**Question**

I'm comparing computed (110) faces of zincblende semiconductors and trying to learn more from the table than the ranking.

Zincblende crystals and their (110) slabs, computed with Ansatz 0.2.0 (plane-wave PAW, PBE, scalar-relativistic, no spin polarisation, 420 eV cutoff). Slabs are cut from the relaxed bulk, with 15 Å of vacuum, k meshes from 7×5×1 to 9×6×1 and smearing of 0.05 eV (0.1 eV for GaSb, InAs and HgTe). Volume per atom and shortest distance are for the bulk.

| formula | element on site A | Z A | element on site B | Z B | difference of Pauling electronegativities | valence electrons | volume per atom (Å³) | shortest distance (Å) | planes | slab thickness as cut | surface energy relaxed (J/m²) | surface energy unrelaxed (J/m²) | largest move (Å) | surface area (Å²) |
| --- | --- | --- | --- | --- | --- | --- | --- | --- | --- | --- | --- | --- | --- | --- |
| ZnS | Zn | 30 | S | 16 | 0.93 | 18 | 20.16 | 2.357 | 6 | 9.62 Å | 0.416 | 0.781 | 0.524 | 20.95 |
| ZnSe | Zn | 30 | Se | 34 | 0.9 | 18 | 23.54 | 2.482 | 6 | 10.13 Å | 0.310 | 0.652 | 0.587 | 23.23 |
| GaN | Ga | 31 | N | 7 | 1.23 | 8 | 11.76 | 1.970 | 7 | 9.65 Å | 1.702 | 2.205 | 0.285 | 14.63 |
| GaP | Ga | 31 | P | 15 | 0.38 | 8 | 20.86 | 2.384 | 6 | 9.73 Å | 0.748 | 1.255 | 0.516 | 21.43 |
| GaAs | Ga | 31 | As | 33 | 0.37 | 8 | 23.71 | 2.488 | 6 | 10.16 Å | 0.565 | 1.028 | 0.560 | 23.34 |
| GaSb | Ga | 31 | Sb | 51 | 0.24 | 8 | 29.99 | 2.691 | 6 | 10.98 Å | 0.448 | 0.802 | 0.628 | 27.30 |
| CdTe | Cd | 48 | Te | 52 | 0.41 | 18 | 36.22 | 2.865 | 5 | 9.36 Å | 0.205 | 0.425 | 0.680 | 30.96 |
| InP | In | 49 | P | 15 | 0.41 | 8 | 26.46 | 2.581 | 6 | 10.54 Å | 0.586 | 0.958 | 0.548 | 25.12 |
| InAs | In | 49 | As | 33 | 0.4 | 8 | 29.60 | 2.679 | 6 | 10.94 Å | 0.447 | 0.802 | 0.605 | 27.07 |
| HgTe | Hg | 80 | Te | 52 | 0.1 | 18 | 36.75 | 2.879 | 5 | 9.4 Å | 0.116 | 0.348 | 0.670 | 31.27 |

1. GaN costs far more than HgTe. Does it simply have more bonds per area?
2. GaP and ZnS have nearly the same surface area. Why is GaP so much dearer?
3. Could I rank the faces by electronegativity difference instead?
4. What does replacing Ga by In do?
5. HgTe loses two thirds of its surface energy on relaxing, GaN less than a quarter. Does HgTe relax more strongly?
6. Cd and Hg give almost the same cell. Why is HgTe still cheaper than CdTe?
7. Is GaSb really above InAs, and which digits can I trust?

**Answer**

**1. More bonds per area is only part of it.** Each surface cell holds one metal and one non-metal atom, and each of them has lost one of its four bonds. Cutting the crystal therefore breaks two bonds per cell and creates two faces. Surface energy times surface area is then the energy per cut bond, which lets you compare crystals of different size.

The relaxed surface energy of GaN is about 15 times that of HgTe. GaN has 2.1 times as many cut bonds per area, and each costs 3.0 times as much before the atoms move. Relaxation contributes the remaining factor of 2.3, because it removes a larger share of the cost in HgTe.

**2. The bond in ZnS is more polar, so cutting it loses less.** In an intact bond, two electrons gain energy by being shared. After the cut, both can settle in the dangling orbital of the non-metal, which lies lower than that of the metal. In a polar bond they were already mostly there, so less is lost.

A simple bond picture puts this into a formula. Let $V_2$ be the coupling between the two orbitals and $V_3$ half their energy difference. Leaving out the repulsion between the atoms, the cost of a cut is

$$E_\text{cut} = 2\left(\sqrt{V_2^2+V_3^2}-V_3\right).$$

It falls as $V_3$ grows. If $V_3/V_2$ stays the same, it follows $V_2$, which drops roughly as the inverse square of the bond length.

You can test this by starting from GaP, whose unrelaxed cost is 1.679 eV per cut bond. For GaAs the estimate is $1.679\times(2.384/2.488)^2=1.54$ eV, while the calculation gives 1.50 eV. GaSb, InP and InAs also come out within 5% of their computed values. For ZnS the same scaling gives 1.72 eV against a computed 1.02 eV, so bond length can't explain the low cost.

The overshoot is 42 to 70% for the four II-VI crystals and 22% for GaN. More polar bonds would have this effect, although the table has no direct measure of $V_3$. They can't be the whole story for HgTe, which overshoots most but is expected to be less polar than CdTe (see answer 6). The 18 and 8 valence electrons are no explanation: the count includes the filled d shell of Zn, Cd and Hg but not that of Ga and In. All ten crystals are bonded by eight s and p electrons per formula unit.

**3. Electronegativity difference alone won't rank them.** InP and CdTe share a difference of 0.41, yet the relaxed surface energy of InP is 2.9 times that of CdTe. GaN has the largest difference and the highest surface energy, while HgTe has the smallest difference and the lowest. Polarity can sort the costs only among bonds of similar coupling, and the very short bond of GaN couples much more strongly. Pauling values also understate how polar II-VI bonds are compared with III-V bonds. Bond length together with the III-V or II-VI family is a better guide.

**4. Indium mainly spreads the bonds out.** Going from GaP to InP lowers the relaxed surface energy by 22%, but the cost per cut bond by only 8%. From GaAs to InAs the figures are 21% and 8%. Most of the change is therefore a larger cell with fewer cut bonds per area, not a weaker bond.

**5. Its atoms move further, but the energy gained is about the same.** The largest move is 0.670 Å in HgTe and 0.285 Å in GaN, and it is also larger in HgTe as a share of the bond length. Yet relaxation gains 0.45 eV per cut bond in HgTe and 0.46 eV in GaN. The starting costs are 0.68 and 2.01 eV, so nearly equal gains give very different percentages.

On this type of face, the non-metal atom is known to move outwards and the metal atom inwards. The metal approaches flat, threefold bonding, while the non-metal keeps a filled lone pair. This lowers the filled orbital and raises the empty one. The slabs fit this picture, since the band gap widens in all ten, though the table gives only the size of the largest move and not its direction.

If you skipped relaxation, GaAs and InP would change places and GaSb and InAs would tie; the rest of the order would stand. The value for GaN would be 30% too high, and that for HgTe would be three times the relaxed one.

**6. Each cut bond costs less in HgTe.** Before relaxation it takes 0.68 eV, against 0.82 eV in CdTe. The usual explanation is relativistic: the 6s electrons of mercury are held tightly and take less part in bonding. This goes beyond the formula in answer 2, where a deeper metal level alone would make the bond less polar and the cut dearer. The calculation includes the relativistic effect, but there is no run without it to show its size. Relaxation then makes the contrast look more dramatic. The gap between the two crystals hardly changes, from 0.077 to 0.089 J/m², but it is now measured against much smaller surface energies.

**7. Treat GaSb and InAs as equal.** They differ by 0.001 J/m², and a different k mesh for the bulk reference alone shifts GaSb by about that much. The third decimal therefore can't decide an order.

Slab thickness may matter more. The slabs have only five to seven planes and no thicker ones were run, so I wouldn't lean on the 0.021 J/m² between InP and GaAs either. The contrast between GaP and ZnS, a factor of 1.8, is a much safer reading. Bulk GaSb, InAs and HgTe also come out without a band gap here. For GaSb and InAs that is a known failure of PBE, while real HgTe has no gap either. Spin-orbit coupling is left out as well, so all three values carry an extra uncertainty that these runs don't measure.

For comparison with real samples, remember that PBE tends to give surface energies that are too low. GaN also normally grows as wurtzite, so its value here belongs to the less common cubic form.

The printed output below lists the cost per cut bond and the bond-length estimate for every crystal.

The analysis program printed:

```
Cost per cut bond:
   row  unrelaxed eV  relaxed eV  relaxation gain eV  drop %  move/bond  inverse-square estimate/unrelaxed
   ZnS         1.021       0.544              0.4773   46.73     0.2223                              1.682
  ZnSe        0.9453      0.4495              0.4959   52.45     0.2365                              1.638
   GaN         2.013       1.554              0.4593   22.81     0.1447                              1.221
   GaP         1.679           1              0.6781    40.4     0.2164                                  1
  GaAs         1.498      0.8231              0.6745   45.04     0.2251                              1.029
  GaSb         1.367      0.7634              0.6032   44.14     0.2334                             0.9641
  CdTe        0.8213      0.3961              0.4251   51.76     0.2373                              1.415
   InP         1.502      0.9188              0.5832   38.83     0.2123                             0.9535
  InAs         1.355      0.7552              0.5998   44.26     0.2258                              0.981
  HgTe        0.6792      0.2264              0.4528   66.67     0.2327                              1.695
GaN over HgTe, relaxed surface energy, ratio: 14.67
GaN over HgTe, cut bonds per area, ratio: 2.137
GaN over HgTe, unrelaxed cost per cut bond, ratio: 2.964
GaN over HgTe, share left after relaxing, ratio: 2.316
GaP over ZnS, relaxed surface energy, ratio: 1.798
GaAs over ZnSe, relaxed surface energy, ratio: 1.823
GaP against ZnS, area, %: 2.291
GaAs against ZnSe, area, %: 0.4735
InP over CdTe, relaxed surface energy, ratio: 2.859
InP over CdTe, unrelaxed cost per cut bond, ratio: 1.829
GaP to InP, relaxed surface energy, %: -21.66
GaP to InP, relaxed cost per cut bond, %: -8.168
GaAs to InAs, relaxed surface energy, %: -20.88
GaAs to InAs, relaxed cost per cut bond, %: -8.241
CdTe less HgTe, unrelaxed, J/m2: 0.077
CdTe less HgTe, relaxed, J/m2: 0.089
Largest over smallest relaxation gain per cut bond, ratio: 1.595
Smallest widening of a slab gap on relaxing, eV: 0.166
Largest widening of a slab gap on relaxing, eV: 0.801
GaSb less InAs, relaxed, J/m2: 0.001
Shift of the GaSb surface energy with the bulk k mesh, J/m2: 0.001409
```
